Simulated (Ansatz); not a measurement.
# Al2Cu: a normal mode against strain

A grid of calculations on Al2Cu (P4/mmm, No. 123; 3 atoms in the cell), to see where the energy is lowest and how it rises around there.

Method: DFT PBEsol, scalar-relativistic, plane waves, PAW, in Ansatz 0.2.0.

## (1) The system as given

The structure is tetragonal, space group P4/mmm (No. 123). Conventional cell: a = 4.084 Å, b = 4.084 Å, c = 2.846 Å, α = 90.00°, β = 90.00°, γ = 90.00°. Around Al (site symmetry mmm) lie 4 Cu at 2.49 Å and 6 Al at 2.85 to 2.89 Å. Around Cu (site symmetry 4/mmm) lie 8 Al at 2.49 Å and 2 Cu at 2.85 Å.

Structure file:

```cif
data_structure
_symmetry_space_group_name_H-M 'P 1'
_symmetry_Int_Tables_number 1
_cell_length_a 4.0842
_cell_length_b 4.0842
_cell_length_c 2.8459
_cell_angle_alpha 90.000
_cell_angle_beta 90.000
_cell_angle_gamma 90.000
_cell_volume 47.47
loop_
_atom_site_label
_atom_site_type_symbol
_atom_site_fract_x
_atom_site_fract_y
_atom_site_fract_z
_atom_site_occupancy
Al1 Al 0.50000 0.00000 0.50000 1
Al2 Al 0.00000 0.50000 0.50000 1
Cu1 Cu 0.00000 0.00000 0.00000 1
```

It goes back to an entry of the Materials Project, which need not be the stable form.

This cell was relaxed beforehand with the same method: volume 15.82 Å³/atom, gap on the mesh none (metal).

## (2) The grid

The energy is mapped over a normal mode and a strain (zone-centre modes of the cell shown) (x along [1 0 0], y along [0 1 0], z along [0 0 1] of the conventional cell).

The axes are (1) amplitude of mode 4 (149 cm⁻¹), largest displacement in the unstrained cell: 7 values from −0.445 Å; (2) strain +e along z and -e/2 along x and y: 7 values from −7.00 %.

Nothing else is relaxed (the pattern is fixed in fractional coordinates). Energies count from the relaxed high-symmetry cell. Points are written as (first, second).

The modes come from a phonon run on the reference cell, made beforehand.

Displacement patterns for an amplitude of 1 (Å):

```tsv
atom	x1	y1	z1
Al1	-0.069	0.000	0.000
Al2	1.000	0.000	0.000
Cu3	-0.396	0.000	0.000
```

## (3) The run at (−0.148 Å, −7.00 %)

input.yaml

```yaml
crystal:
  lattice:
    - [4.2271551709, 0.0, 0.0]
    - [0.0, 4.2271551709, 0.0]
    - [0.0, 0.0, 2.6466817742]
  atoms:
    - { symbol: Al, position: [0.5024873978, 0.0, 0.5] }
    - { symbol: Al, position: [-0.0363105904, 0.5, 0.5] }
    - { symbol: Cu, position: [0.014361278, 0.0, 0.0] }
basis:
  ecutwfc: 520.0
kpoints:
  mp_grid: { grid: [10, 10, 14] }
hamiltonian:
  xc: pbesol
  pseudopotentials: { kind: paw, azcp: { folder: soft_1 } }
scf:
  occupations: { method: gaussian, width: 0.15 }
output:
  forces: true
  stress: true
  eigenvalues: true
```

The run is started by

```console
$ ansatz run input.yaml --threads 2 --pin off --max-ram 4096MiB --backend cpu --events-out ev --progress --plain --runs-dir out
```

Further runs follow: the other points that were computed.

Before running it: what results should come out? Wanted: lowest point; highest computed point; largest force on an atom.

The runs gave:

```
                       quantity                                                                               value
                   lowest point                                                            (0.000 Å, 0.00 %), 0 meV
         highest computed point                                        (−0.445 Å, 7.00 %), 563 meV above the lowest
largest force on an atom (eV/Å)  0.00 at (0.000 Å, −7.00 %) to 1.79 at (−0.445 Å, 7.00 %); 0.00 at the lowest point
            time for all points                                                    14 min on 2 threads, shared host
```

The lowest computed point is at (0.000 Å, 0.00 %), which is the relaxed high-symmetry cell itself. The grid shows no well of another kind. The highest computed point, (−0.445 Å, 7.00 %), lies 563 meV above the lowest. Round the minimum the two coordinates are nearly uncoupled.
